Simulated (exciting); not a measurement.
**Electron–core-hole interaction in the I L₃ spectrum of AgI**

Wanted: the near-edge spectrum and the bound core excitons at the I L₃ edge of AgI.

Program: exciting sodium. Level of theory: X-ray absorption, core-level Bethe-Salpeter equation, exchange and statically screened direct term, Tamm-Dancoff, all-electron LAPW+lo PBE. Results are calculated unless marked as measured.

Report form: the programs' logs are mostly left out.

The database entry behind the starting cell differs from later determinations by our own check (about 0.3 % short), so it need not match the best structure at ambient conditions.

### 1. Set-up

The structure is cubic, space group F-43m (No. 216). Conventional cell: a = 6.473 Å, b = 6.473 Å, c = 6.473 Å, α = 90.00°, β = 90.00°, γ = 90.00°. Nearest to I lie 4 Ag at 2.80 Å. Nearest to Ag lie 4 I at 2.80 Å. Farther neighbours and most contacts between anions are not listed.

Structure file:

```xyz
2
Lattice="0.0000 3.2365 3.2365 3.2365 0.0000 3.2365 3.2365 3.2365 0.0000" Properties=species:S:1:pos:R:3 pbc="T T T"
I     4.8548    4.8548    4.8548
Ag    0.0000    0.0000    0.0000
```

Differences between curves are given as r.m.s. difference over r.m.s. height.

### 2. Ground state

The species files are the program's own, with muffin-tin radii set in the input.

Contents of input.xml:

```
<input>
  <title>AgI</title>
  <structure speciespath="." autormt="false" epslat="1.0e-5">
    <crystal>
      <basevect>0.0000000000 6.1160986012 6.1160986012</basevect>
      <basevect>6.1160986012 0.0000000000 6.1160986012</basevect>
      <basevect>6.1160986012 6.1160986012 0.0000000000</basevect>
    </crystal>
    <species speciesfile="I.xml" rmt="2.300">
      <atom coord="0.7500000000 0.7500000000 0.7500000000"/>
    </species>
    <species speciesfile="Ag.xml" rmt="2.300">
      <atom coord="0.0000000000 0.0000000000 0.0000000000"/>
    </species>
  </structure>
  <groundstate do="fromscratch" xctype="GGA_PBE" ngridk="4 4 4" rgkmax="7" gmaxvr="14" nempty="8" swidth="0.001" maxscl="100" epsengy="1e-5"/>
</input>
```

On the command line:

```sh
OMP_NUM_THREADS=1 mpirun -n 4 exciting
```

Elapsed: 26 s, on 4 MPI ranks of Arm Neoverse V1, shared host.

The mesh shows a gap of 1.31 eV. Core levels (Dirac, from the valence top):

| atom | level | energy (eV) |
| --- | --- | --- |
| I | 2s1/2 | -5085.5 |
| I | 2p1/2 | -4771.0 |
| I | 2p3/2 | -4472.2 |
| I | 3s1/2 | -1022.1 |
| I | 3p1/2 | -892.1 |
| I | 3p3/2 | -835.9 |
| I | 3d3/2 | -607.0 |
| I | 3d5/2 | -595.1 |
| I | 4s1/2 | -175.0 |
| I | 4p1/2 | -129.7 |
| I | 4p3/2 | -118.7 |

### 3. A richer basis for the empty states

Each species file gets more local orbitals, built from u and its energy derivative at 0.15 Ha and u at 0.9 Ha.

input.xml is that of step 2.

Contents of SPECIES.xml, added lines:

```
<lo l="L">  <!-- L = 0, 1, 2 -->
  <wf matchingOrder="0" trialEnergy="0.1500" searchE="false"/>
  <wf matchingOrder="1" trialEnergy="0.1500" searchE="false"/>
  <wf matchingOrder="0" trialEnergy="0.9000" searchE="false"/>
</lo>
```

On the command line:

```sh
OMP_NUM_THREADS=1 mpirun -n 4 exciting
```

Run time: 20 s. Hardware: 4 MPI ranks.

Against the first ground state the total energy moves by -6 meV an atom and the gap by -0.01 eV.

### 4. Screening, kernels and BSE for I atom 1

The absorber has 4 Ag at 2.80 Å (tetrahedral, site symmetry -43m).

Changes to input.xml since step 3:

```diff
@@ -15,3 +15,19 @@
   </structure>
-  <groundstate do="fromscratch" xctype="GGA_PBE" ngridk="4 4 4" rgkmax="7" gmaxvr="14" nempty="8" swidth="0.001" maxscl="100" epsengy="1e-5"/>
+  <groundstate do="skip" xctype="GGA_PBE" ngridk="4 4 4" rgkmax="7" gmaxvr="14" nempty="8" swidth="0.001" maxscl="100" epsengy="1e-5"/>
+  <xs xstype="BSE" ngridk="4 4 4" ngridq="4 4 4" vkloff="0.097 0.273 0.493" rgkmax="7" nempty="29" gqmax="3" lmaxapwwf="5" lmaxemat="3" broad="0.05659" tevout="true">
+    <energywindow intv="163.957 165.574" points="439"/>
+    <screening screentype="full" nempty="50"/>
+    <BSE xas="true" xasspecies="1" xasatom="1" xasedge="L3" bsetype="singlet" nstlxas="1 25"/>
+    <qpointset>
+      <qpoint>0 0 0</qpoint>
+    </qpointset>
+    <plan>
+      <doonly task="xsgeneigvec"/>
+      <doonly task="writepmatxs"/>
+      <doonly task="scrgeneigvec"/>
+      <doonly task="scrwritepmat"/>
+      <doonly task="screen"/>
+      <doonly task="scrcoulint"/>
+    </plan>
+  </xs>
 </input>
```

Contents of input.xml for the exchange start (cutoff and plan only):

```
  gqmax="2"
  <plan>
    <doonly task="exccoulint"/>
  </plan>
```

Contents of input.xml for the last start (plan only):

```
  <plan>
    <doonly task="bse"/>
  </plan>
```

On the command line:

```sh
OMP_NUM_THREADS=1 mpirun -n 4 exciting
OMP_NUM_THREADS=1 mpirun -n 4 exciting
OMP_NUM_THREADS=4 exciting
```

The job ended after 14 min (4 MPI ranks).

Wall time by task: xsgeneigvec 9.2 s, writepmatxs 7.2 s, scrgeneigvec 2.9 s, scrwritepmat 2.2 s, screen 95 s, scrcoulint 3.8 min, exccoulint 5.9 min, bse 1.9 min.

The I L₃ spectrum of I atom 1 (energy from the Kohn–Sham onset, core level to the lowest empty state found on the meshes used, 4473.50 eV; the ground-state mesh sets it, and the shifted mesh has its lowest transition 0.54 eV above it; Im ε scaled to the maximum of the singlet run; cut below the end of the band set):

| E (eV) | Im ε |
| --- | --- |
| -10.0 | 0.03 |
| -9.5 | 0.03 |
| -9.0 | 0.03 |
| -8.5 | 0.03 |
| -8.0 | 0.04 |
| -7.5 | 0.04 |
| -7.0 | 0.04 |
| -6.5 | 0.05 |
| -6.0 | 0.05 |
| -5.5 | 0.06 |
| -5.0 | 0.06 |
| -4.5 | 0.07 |
| -4.0 | 0.08 |
| -3.5 | 0.09 |
| -3.0 | 0.10 |
| -2.5 | 0.11 |
| -2.0 | 0.14 |
| -1.5 | 0.16 |
| -1.0 | 0.20 |
| -0.5 | 0.25 |
| 0.0 | 0.32 |
| 0.5 | 0.39 |
| 1.0 | 0.47 |
| 1.5 | 0.54 |
| 2.0 | 0.60 |
| 2.5 | 0.65 |
| 3.0 | 0.70 |
| 3.5 | 0.74 |
| 4.0 | 0.76 |
| 4.5 | 0.76 |
| 5.0 | 0.76 |
| 5.5 | 0.76 |
| 6.0 | 0.78 |
| 6.5 | 0.82 |
| 7.0 | 0.86 |
| 7.5 | 0.90 |
| 8.0 | 0.94 |
| 8.5 | 0.98 |
| 9.0 | 1.00 |
| 9.5 | 1.00 |
| 10.0 | 0.97 |
| 10.5 | 0.94 |
| 11.0 | 0.91 |
| 11.5 | 0.88 |
| 12.0 | 0.85 |
| 12.5 | 0.83 |
| 13.0 | 0.80 |
| 13.5 | 0.77 |
| 14.0 | 0.74 |
| 14.5 | 0.72 |
| 15.0 | 0.72 |
| 15.5 | 0.71 |
| 16.0 | 0.72 |
| 16.5 | 0.72 |
| 17.0 | 0.73 |
| 17.5 | 0.72 |
| 18.0 | 0.70 |
| 18.5 | 0.67 |
| 19.0 | 0.64 |
| 19.5 | 0.62 |
| 20.0 | 0.62 |
| 20.5 | 0.64 |
| 21.0 | 0.66 |

Maxima (height): 9.1 eV (1.00) and 17.0 eV (0.73).

The Hamiltonian has 6400 rows. The lowest groups of eigenvalues and the brightest ones, on the scale above (the program counts from the shifted mesh's onset, 0.54 eV higher). Core spinors bring spin-forbidden partners, so dark means forbidden by spin or by symmetry, and the shifted mesh splits states that symmetry would keep together:

| energy (eV) | states within 10 meV | relative strength |
| --- | --- | --- |
| -0.010 | 4 | 0.46 |
| 0.399 | 4 | 0.35 |
| 0.632 | 4 | 0.27 |
| 0.803 | 4 | 0.30 |
| 0.881 | 4 | 0.45 |
| 0.988 | 4 | 0.52 |
| 3.460 | 8 | 0.66 |
| 4.065 | 4 | 0.62 |
| 4.110 | 8 | 0.56 |
| 6.854 | 4 | 0.55 |
| 8.128 | 4 | 0.57 |
| 8.430 | 8 | 1.00 |
| 9.814 | 8 | 0.81 |

### 5. Independent particles

Changes to input.xml since step 4:

```diff
@@ -19,3 +19,3 @@
     <screening screentype="full" nempty="50"/>
-    <BSE xas="true" xasspecies="1" xasatom="1" xasedge="L3" bsetype="singlet" nstlxas="1 25"/>
+    <BSE xas="true" xasspecies="1" xasatom="1" xasedge="L3" bsetype="IP" nstlxas="1 25"/>
     <qpointset>
@@ -24,8 +24,3 @@
     <plan>
-      <doonly task="xsgeneigvec"/>
-      <doonly task="writepmatxs"/>
-      <doonly task="scrgeneigvec"/>
-      <doonly task="scrwritepmat"/>
-      <doonly task="screen"/>
-      <doonly task="scrcoulint"/>
+      <doonly task="bse"/>
     </plan>
```

On the command line:

```sh
OMP_NUM_THREADS=4 exciting
```

Elapsed: 1.5 s, on 4 threads.

Maxima (height): 11.0 eV (0.94) and 18.0 eV (0.85). Against the singlet run the r.m.s. difference is 27 %. Moving the earlier curve by +3.1 eV leaves 10 %. The highest maximum lies at 11.0 eV (0.94), against 9.1 eV (1.00).

### 6. Exchange alone

Changes to input.xml since step 5:

```diff
@@ -19,3 +19,3 @@
     <screening screentype="full" nempty="50"/>
-    <BSE xas="true" xasspecies="1" xasatom="1" xasedge="L3" bsetype="IP" nstlxas="1 25"/>
+    <BSE xas="true" xasspecies="1" xasatom="1" xasedge="L3" bsetype="RPA" nstlxas="1 25"/>
     <qpointset>
```

On the command line:

```sh
OMP_NUM_THREADS=4 exciting
```

Elapsed: 1.9 min, on 4 threads.

Maxima (height): 11.0 eV (0.94) and 18.0 eV (0.85). The spectrum is that of the independent-particle run within 1 %.

### 7. Another input

In this try the input is made faulty on purpose, to show what that does.

Changes to input.xml since step 6:

```diff
@@ -16,6 +16,6 @@
   <groundstate do="skip" xctype="GGA_PBE" ngridk="4 4 4" rgkmax="7" gmaxvr="14" nempty="8" swidth="0.001" maxscl="100" epsengy="1e-5"/>
-  <xs xstype="BSE" ngridk="4 4 4" ngridq="4 4 4" vkloff="0.097 0.273 0.493" rgkmax="7" nempty="29" gqmax="3" lmaxapwwf="5" lmaxemat="3" broad="0.05659" tevout="true">
+  <xs xstype="BSE" ngridk="4 4 4" ngridq="4 4 4" vkloff="0.097 0.273 0.493" rgkmax="7" nempty="7" gqmax="3" lmaxapwwf="5" lmaxemat="3" broad="0.05659" tevout="true">
     <energywindow intv="163.957 165.574" points="439"/>
     <screening screentype="full" nempty="50"/>
-    <BSE xas="true" xasspecies="1" xasatom="1" xasedge="L3" bsetype="RPA" nstlxas="1 25"/>
+    <BSE xas="true" xasspecies="1" xasatom="1" xasedge="L3" bsetype="singlet" nstlxas="1 3"/>
     <qpointset>
@@ -24,3 +24,4 @@
     <plan>
-      <doonly task="bse"/>
+      <doonly task="writepmatxs"/>
+      <doonly task="scrcoulint"/>
     </plan>
```

Contents of input.xml for the exchange start (cutoff and plan only):

```
  gqmax="2"
  <plan>
    <doonly task="exccoulint"/>
  </plan>
```

Contents of input.xml for the last start (plan only):

```
  <plan>
    <doonly task="bse"/>
  </plan>
```

On the command line:

```sh
OMP_NUM_THREADS=1 mpirun -n 4 exciting
OMP_NUM_THREADS=1 mpirun -n 4 exciting
OMP_NUM_THREADS=4 exciting
```

It took 2.5 min on 4 MPI ranks.

The input has a fault: far too few conduction bands in the BSE. Against the singlet run the r.m.s. difference is 92 %. The highest maximum lies at 2.9 eV (0.25), against 9.1 eV (1.00). Transitions to the missing bands are absent and can't mix into the lines that are left.

| E (eV) | first run | this run |
| --- | --- | --- |
| -10.0 | 0.03 | 0.01 |
| -9.0 | 0.03 | 0.01 |
| -8.0 | 0.04 | 0.01 |
| -7.0 | 0.04 | 0.01 |
| -6.0 | 0.05 | 0.01 |
| -5.0 | 0.06 | 0.02 |
| -4.0 | 0.08 | 0.02 |
| -3.0 | 0.10 | 0.03 |
| -2.0 | 0.14 | 0.05 |
| -1.0 | 0.20 | 0.08 |
| 0.0 | 0.32 | 0.14 |
| 1.0 | 0.47 | 0.20 |
| 2.0 | 0.60 | 0.25 |
| 3.0 | 0.70 | 0.25 |
| 4.0 | 0.76 | 0.23 |
| 5.0 | 0.76 | 0.17 |
| 6.0 | 0.78 | 0.11 |
| 7.0 | 0.86 | 0.06 |
| 8.0 | 0.94 | 0.04 |
| 9.0 | 1.00 | 0.03 |
| 10.0 | 0.97 | 0.02 |
| 11.0 | 0.91 | 0.01 |
| 12.0 | 0.85 | 0.01 |
| 13.0 | 0.80 | 0.01 |
| 14.0 | 0.74 | 0.01 |
| 15.0 | 0.72 | 0.01 |
| 16.0 | 0.72 | 0.01 |
| 17.0 | 0.73 | 0.00 |
| 18.0 | 0.70 | 0.00 |
| 19.0 | 0.64 | 0.00 |
| 20.0 | 0.62 | 0.00 |
| 21.0 | 0.66 | 0.00 |

### 8. Coarser mesh

Changed against the first singlet run: k mesh from 4×4×4 to 2×2×2.

Changes to input.xml since step 7:

```diff
@@ -16,6 +16,6 @@
   <groundstate do="skip" xctype="GGA_PBE" ngridk="4 4 4" rgkmax="7" gmaxvr="14" nempty="8" swidth="0.001" maxscl="100" epsengy="1e-5"/>
-  <xs xstype="BSE" ngridk="4 4 4" ngridq="4 4 4" vkloff="0.097 0.273 0.493" rgkmax="7" nempty="7" gqmax="3" lmaxapwwf="5" lmaxemat="3" broad="0.05659" tevout="true">
+  <xs xstype="BSE" ngridk="2 2 2" ngridq="2 2 2" vkloff="0.097 0.273 0.493" rgkmax="7" nempty="29" gqmax="3" lmaxapwwf="5" lmaxemat="3" broad="0.05659" tevout="true">
     <energywindow intv="163.957 165.574" points="439"/>
     <screening screentype="full" nempty="50"/>
-    <BSE xas="true" xasspecies="1" xasatom="1" xasedge="L3" bsetype="singlet" nstlxas="1 3"/>
+    <BSE xas="true" xasspecies="1" xasatom="1" xasedge="L3" bsetype="singlet" nstlxas="1 25"/>
     <qpointset>
@@ -24,3 +24,7 @@
     <plan>
+      <doonly task="xsgeneigvec"/>
       <doonly task="writepmatxs"/>
+      <doonly task="scrgeneigvec"/>
+      <doonly task="scrwritepmat"/>
+      <doonly task="screen"/>
       <doonly task="scrcoulint"/>
```

Contents of input.xml for the exchange start (cutoff and plan only):

```
  gqmax="2"
  <plan>
    <doonly task="exccoulint"/>
  </plan>
```

Contents of input.xml for the last start (plan only):

```
  <plan>
    <doonly task="bse"/>
  </plan>
```

Wall time 75 s (4 MPI ranks).

These settings are cheaper. Against the singlet run the r.m.s. difference is 4 %. The highest maximum lies at 8.7 eV (0.99), against 9.1 eV (1.00). The first bright state moves from -0.01 to 0.02 eV. The lowest bare transition of this run lies at 1.39 eV, against 0.54. A coarse mesh samples few band energies, and it inflates the long-range part of the attraction.

| E (eV) | first run | this run |
| --- | --- | --- |
| -10.0 | 0.03 | 0.03 |
| -9.0 | 0.03 | 0.03 |
| -8.0 | 0.04 | 0.04 |
| -7.0 | 0.04 | 0.04 |
| -6.0 | 0.05 | 0.05 |
| -5.0 | 0.06 | 0.06 |
| -4.0 | 0.08 | 0.08 |
| -3.0 | 0.10 | 0.10 |
| -2.0 | 0.14 | 0.14 |
| -1.0 | 0.20 | 0.21 |
| 0.0 | 0.32 | 0.32 |
| 1.0 | 0.47 | 0.47 |
| 2.0 | 0.60 | 0.61 |
| 3.0 | 0.70 | 0.73 |
| 4.0 | 0.76 | 0.78 |
| 5.0 | 0.76 | 0.75 |
| 6.0 | 0.78 | 0.77 |
| 7.0 | 0.86 | 0.85 |
| 8.0 | 0.94 | 0.96 |
| 9.0 | 1.00 | 0.99 |
| 10.0 | 0.97 | 0.95 |
| 11.0 | 0.91 | 0.92 |
| 12.0 | 0.85 | 0.88 |
| 13.0 | 0.80 | 0.81 |
| 14.0 | 0.74 | 0.75 |
| 15.0 | 0.72 | 0.72 |
| 16.0 | 0.72 | 0.72 |
| 17.0 | 0.73 | 0.69 |
| 18.0 | 0.70 | 0.65 |
| 19.0 | 0.64 | 0.64 |
| 20.0 | 0.62 | 0.70 |
| 21.0 | 0.66 | 0.74 |

### 9. The levels of theory side by side

| level | curve passes 0.15 (eV) | highest maximum (eV) | its height |
| --- | --- | --- | --- |
| IP | 0.6 | 11.0 | 0.94 |
| RPA | 0.6 | 11.0 | 0.94 |
| singlet | -1.7 | 9.1 | 1.00 |

| E (eV) | IP | RPA | singlet |
| --- | --- | --- | --- |
| -10.0 | 0.02 | 0.02 | 0.03 |
| -9.0 | 0.02 | 0.02 | 0.03 |
| -8.0 | 0.03 | 0.03 | 0.04 |
| -7.0 | 0.03 | 0.03 | 0.04 |
| -6.0 | 0.03 | 0.03 | 0.05 |
| -5.0 | 0.04 | 0.04 | 0.06 |
| -4.0 | 0.05 | 0.05 | 0.08 |
| -3.0 | 0.05 | 0.05 | 0.10 |
| -2.0 | 0.07 | 0.07 | 0.14 |
| -1.0 | 0.09 | 0.09 | 0.20 |
| 0.0 | 0.12 | 0.12 | 0.32 |
| 1.0 | 0.18 | 0.18 | 0.47 |
| 2.0 | 0.27 | 0.27 | 0.60 |
| 3.0 | 0.36 | 0.36 | 0.70 |
| 4.0 | 0.46 | 0.46 | 0.76 |
| 5.0 | 0.54 | 0.54 | 0.76 |
| 6.0 | 0.56 | 0.56 | 0.78 |
| 7.0 | 0.60 | 0.60 | 0.86 |
| 8.0 | 0.67 | 0.67 | 0.94 |
| 9.0 | 0.78 | 0.78 | 1.00 |
| 10.0 | 0.89 | 0.89 | 0.97 |
| 11.0 | 0.94 | 0.94 | 0.91 |
| 12.0 | 0.93 | 0.93 | 0.85 |
| 13.0 | 0.92 | 0.92 | 0.80 |
| 14.0 | 0.89 | 0.89 | 0.74 |
| 15.0 | 0.83 | 0.83 | 0.72 |
| 16.0 | 0.81 | 0.81 | 0.72 |
| 17.0 | 0.83 | 0.83 | 0.73 |
| 18.0 | 0.85 | 0.85 | 0.70 |
| 19.0 | 0.82 | 0.82 | 0.64 |
| 20.0 | 0.78 | 0.78 | 0.62 |
| 21.0 | 0.79 | 0.79 | 0.66 |

### 10. Summary of results

```
absorber and edge   : I L₃, atom 1
surroundings        : 4 Ag at 2.80 Å (tetrahedral, site symmetry -43m)
first bright state  : -0.01 eV from the Kohn–Sham onset, on this mesh
highest maximum     : 9.1 eV
cost of the BSE run : 14 min on 4 MPI ranks of Arm Neoverse V1, shared host; the last task ran on as many threads
```

What this shows: Is a core exciton bound? Undecided on this mesh: the first bright state (over 5 % of the brightest) lies at -0.01 eV from the Kohn–Sham onset and at -0.55 eV from the lowest bare transition of its own mesh. Exchange alone changes the independent-particle spectrum by 0.0 % r.m.s. A mesh of 64 points doesn't converge binding energies, and fine structure above the first lines is partly noise of the mesh. Exchange and the short-range direct term aren't converged in the kernel cutoff. The zero comes from the unshifted 4×4×4 ground-state mesh; it is exact only where the band minimum lies on that mesh. The conduction states carry no spin here, so the exchange coupling to the spinor core hole is only partly held. This core level is treated alone, with no coupling to its spin–orbit partner. The Kohn–Sham onset, 4474 eV, is no photon energy (tabulated edge of the element: 4557 eV): the scale needs a rigid shift. Bands and screening come from semilocal DFT, whose small gap overscreens. Vibrations and energy-dependent lifetimes are left out. The structure is a published determination, not relaxed.

[Logs are printed without paths, hosts, clocks, repeated set-up lines and the standing remarks that a program may print on its own settings, such as how far it seeks lower states.]

[Hosts, paths, dates, database ids (printed as entryN), source tags and the programs' standing remarks are cut or masked in the printed files.]
